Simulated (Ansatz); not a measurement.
Input and command of a calculation in Ansatz (plane waves; scalar-relativistic PAW potentials unless the input names others):

```yaml
crystal:
  lattice:
    - [-1.6486342894, 1.6486342894, 3.739684461]
    - [1.6486342894, -1.6486342894, 3.739684461]
    - [1.6486342894, 1.6486342894, -3.739684461]
  atoms:
    - { symbol: Si, position: [0.3350991346, 0.3350991346, 0.0] }
    - { symbol: Si, position: [0.6649008654, 0.6649008654, 0.0] }
    - { symbol: Mo, position: [0.0, 0.0, 0.0] }
basis:
  ecutwfc: 420
  ecutrho_ratio: 9
kpoints:
  mp_grid: { grid: [20, 20, 20] }
hamiltonian:
  xc: pbe
scf:
  occupations: { method: gaussian, width: 0.15 }
output:
  forces: true
  eigenvalues: true
  stress: true
```

```bash
ansatz run input.yaml --threads 2 --pin off --max-ram 5120MiB --backend cpu --events-out ev --progress --plain --runs-dir out
```

Abridged log:
```
Basis set: ecut = 420 eV, 817 PW (Γ), exchange–correlation on 90×90×90 points (8 copies of the dense FFT grid, shifted against one another)
Bands: 15, of which v1, the nominal top of the filled ones, is band 11 counted from 1 (10 counted from 0)
Symmetry: 16 space group operations
k-points: 641 of 8000
SCF iter   1: F=—  HF=-6228.928372 eV  |F-HF|=—  |Δ(HF+E_count)|=         —  Δρ=4.96e-3  dr2=1.02e-2  ethr=1.77e-3  ⟨swp⟩=5.0  Hψ=53777  notcnv=0
SCF iter   2: F=—  HF=-6228.926827 eV  |F-HF|=—  |Δ(HF+E_count)|=   1.55e-3  Δρ=2.65e-3  dr2=2.63e-3  ethr=4.62e-5  ⟨swp⟩=1.1  Hψ=14844  notcnv=0
SCF iter   3: F=—  HF=-6228.926294 eV  |F-HF|=—  |Δ(HF+E_count)|=   5.33e-4  Δρ=6.37e-4  dr2=2.84e-4  ethr=1.19e-5  ⟨swp⟩=2.2  Hψ=16020  notcnv=0
SCF iter   4: F=—  HF=-6228.926228 eV  |F-HF|=—  |Δ(HF+E_count)|=   6.64e-5  Δρ=1.68e-4  dr2=1.00e-5  ethr=1.29e-6  ⟨swp⟩=2.3  Hψ=12969  notcnv=0
SCF iter   5: F=—  HF=-6228.926225 eV  |F-HF|=—  |Δ(HF+E_count)|=   2.32e-6  Δρ=2.96e-5  dr2=2.94e-7  ethr=4.57e-8  ⟨swp⟩=2.1  Hψ=13544  notcnv=0
SCF iter   6: F=-6228.926225 eV  HF=-6228.926225 eV  |F-HF|=2.02e-9  |Δ(HF+E_count)|=   1.04e-8  Δρ=5.16e-6  dr2=8.59e-9  ethr=4.55e-10  ⟨swp⟩=5.0  Hψ=42092  notcnv=0
SCF 1 converged in 6 iterations: F = -6228.926225 eV  dr2 = 8.59e-9
SCF converged after 6 iterations
Free energy (F): -6228.926225 eV
Harris-Foulkes:  -6228.926225 eV  (|F-HF|=2.02e-9)
Internal energy: -6228.923692 eV  (E = F + TS)
E sigma→0 (E₀):  -6228.924959 eV
Entropy (-TS):   -0.002533 eV (-0.844 meV/atom)
Fermi energy:    15.548053 eV
--- Forces (eV/Å), atoms counted from 1 ---
  atom   1  Si     0.00000000     0.00000000    -0.03228218
  atom   2  Si     0.00000000     0.00000000     0.03228218
  atom   3  Mo     0.00000000     0.00000000     0.00000000
--- Stress (GPa, compression-positive) ---
       -7.501263       0.000000       0.000000
        0.000000      -7.501263       0.000000
        0.000000       0.000000      24.658783
  P = ⅓ Tr σ = 3.2188 GPa (32.188 kbar)
```

Apart from outputs and empty bands, the input differs from a reference run on usual settings in basis.ecutrho_ratio: not typed → 9. The reference, at the same geometry (not necessarily relaxed), gave pressure 3.22 GPa, largest force 0.032 eV/Å, no gap on the mesh. This run converged in 6 SCF iterations (reference: 6) with an energy at zero smearing within 0.01 meV/atom of the reference's, pressure 3.22 GPa, largest force 0.032 eV/Å, no gap on the mesh.

It took 11 s on 2 threads of Arm Neoverse V1, with other jobs on the host, peak memory 0.66 GiB.